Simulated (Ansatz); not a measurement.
In, a known structure type with other elements, at an estimated volume

```
In
1.0
     0.00000    2.44244    2.44244
     2.44244    0.00000    2.44244
     2.44244    2.44244    0.00000
In
1
Direct
  0.00000 0.00000 0.00000
```

The numbers come from plane-wave PAW DFT (Ansatz): PBE, no spin polarisation, 420 eV, 12×12×12 Γ-centred k points, fermi-dirac occupations (width 0.1 eV). Nothing was relaxed.

Task: What do density and ELF say about some of the short contacts?

Result: In–In at 3.45 Å: least valence density 0.11 e/Å³ and ELF 0.25 there. These are pseudo-fields; inside the PAW spheres they differ from the all-electron ones.

Task: What happens at the Fermi level?

Result: It is a metal, with about 0.47 states/eV a cell as the mean within 0.25 eV of the Fermi level, mostly In p (67 %) and In s (31 %).

Task: Is the cell too large or too small?

Result: The pressure is -1.8 GPa (compression positive), so with the atoms held at these fractions the cell would first shrink.

Origin: a known structure type with other elements, at an estimated volume, so it need not be a known compound.
